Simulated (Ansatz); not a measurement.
Molecular dynamics on a 2×2×2 supercell (16 atoms) of HgSe (F-43m), relaxed with r2SCAN. Forces come from PBEsol in Ansatz 0.2.0: a Langevin thermostat at fixed volume, 1300 K, steps of 1.5 fs. Spin polarisation is off, nuclei are classical, and the run is far too short for thermal averages.

```yaml
crystal:
  lattice:
    - [0.0, 6.1853493144, 6.1853493144]
    - [6.1853493144, 0.0, 6.1853493144]
    - [6.1853493144, 6.1853493144, 0.0]
  atoms:
    - { symbol: Hg, position: [0.0, 0.0, 0.0] }
    - { symbol: Se, position: [0.125, 0.125, 0.125] }
    - { symbol: Hg, position: [0.0, 0.0, 0.5] }
    - { symbol: Se, position: [0.125, 0.125, 0.625] }
    - { symbol: Hg, position: [0.0, 0.5, 0.0] }
    - { symbol: Se, position: [0.125, 0.625, 0.125] }
    - { symbol: Hg, position: [0.0, 0.5, 0.5] }
    - { symbol: Se, position: [0.125, 0.625, 0.625] }
    - { symbol: Hg, position: [0.5, 0.0, 0.0] }
    - { symbol: Se, position: [0.625, 0.125, 0.125] }
    - { symbol: Hg, position: [0.5, 0.0, 0.5] }
    - { symbol: Se, position: [0.625, 0.125, 0.625] }
    - { symbol: Hg, position: [0.5, 0.5, 0.0] }
    - { symbol: Se, position: [0.625, 0.625, 0.125] }
    - { symbol: Hg, position: [0.5, 0.5, 0.5] }
    - { symbol: Se, position: [0.625, 0.625, 0.625] }
kpoints:
  mp_grid: { grid: [2, 2, 2] }
hamiltonian:
  xc: pbesol
scf:
  occupations: { method: fermi_dirac, width: 0.112 }
md:
  ensemble: nvt_langevin
  temperature: 1300
  timestep: 1.5
  n_steps: 40
  initial_velocities: maxwell_boltzmann
  seed: 1931
```

Command: `ansatz run input.yaml --threads 4 --pin off --max-ram 3686MiB --backend cpu --events-out ev --progress --plain --runs-dir out`. It ended after 7.6 min on 4 threads of Arm Neoverse N1, on a shared host; peak host memory 2.2 GiB.

```
step  t (fs)  T (K)  free energy F from step 0 (meV/atom)  kinetic energy (meV/atom)  largest force (eV/Å)
   0       0   1219                                   0.0                      157.5                  0.00
   1     1.5   1253                                   0.1                      161.9                  0.07
   2       3   1201                                   0.5                      155.3                  0.14
   3     4.5   1200                                   1.1                      155.1                  0.22
   4       6   1197                                   1.9                      154.8                  0.29
   5     7.5   1140                                   2.9                      147.3                  0.36
   6       9   1186                                   4.2                      153.3                  0.43
   7    10.5   1148                                   5.6                      148.4                  0.51
   8      12   1156                                   7.3                      149.4                  0.58
   9    13.5   1151                                   9.0                      148.8                  0.64
  10      15   1094                                  11.0                      141.4                  0.71
  11    16.5    995                                  13.0                      128.6                  0.79
  12      18    945                                  15.1                      122.1                  0.88
  13    19.5    840                                  17.3                      108.5                  0.97
  14      21    947                                  19.7                      122.4                  1.05
  15    22.5    887                                  22.3                      114.6                  1.14
  16      24    813                                  25.0                      105.1                  1.23
  17    25.5    825                                  27.8                      106.7                  1.32
  18      27    753                                  30.5                       97.3                  1.40
  19    28.5    705                                  33.2                       91.2                  1.47
  20      30    813                                  35.9                      105.0                  1.54
  21    31.5    922                                  38.8                      119.2                  1.61
  22      33    905                                  41.8                      117.0                  1.69
  23    34.5    854                                  44.8                      110.5                  1.76
  24      36    868                                  47.7                      112.2                  1.82
  25    37.5    936                                  50.7                      121.0                  1.87
  26      39    967                                  53.8                      124.9                  1.91
  27    40.5    913                                  56.8                      118.1                  1.94
  28      42    923                                  59.7                      119.2                  1.97
  29    43.5    887                                  62.4                      114.7                  1.98
  30      45    895                                  64.9                      115.7                  1.97
  31    46.5    929                                  67.3                      120.1                  1.95
```

The temperature starts at 1219 K, is lowest at step 19 (705 K, 28.5 fs) and ends at 929 K. The thermostat hasn't had time to restore it. The atoms start on their lattice sites with kinetic energy alone, so much of it first passes into potential energy. By the last step the atoms have moved 0.18 Å in the root mean square, the drift of the whole cell taken out, 0.29 Å at most. The job's limit cut the run after 31 of 40 steps.

Positions (Å) and forces (eV/Å) at step 31:
```
Hg   0.016  -0.046  -0.102    -0.217   0.394   0.263
Se   1.591   1.754   1.489    -0.123  -1.127   0.473
Hg   3.105   3.057  -0.188     0.703  -0.056   0.309
Se   4.587   4.680   1.534     0.289  -0.166  -0.126
Hg   2.939  -0.068   3.138    -0.304   0.250   0.174
Se   4.590   1.618   4.616     0.157  -0.479   0.022
Hg   6.211   3.040   2.920    -0.532   0.417   0.274
Se   7.602   4.425   4.741    -0.243   1.117  -0.546
Hg  -0.010   3.110   3.063     0.854  -0.370   0.641
Se   1.689   4.647   4.817    -0.091   0.008  -0.543
Hg   3.059   6.305   3.034     0.895  -1.167   1.106
Se   4.821   7.640   4.695    -1.188   0.972  -1.178
Hg   3.177   3.054   6.260     0.254   0.220   0.264
Se   4.737   4.679   8.019    -0.794   0.580  -1.114
Hg   6.114   6.380   6.252     0.806  -1.447   1.029
Se   7.788   7.645   7.838    -0.467   0.853  -1.048
```
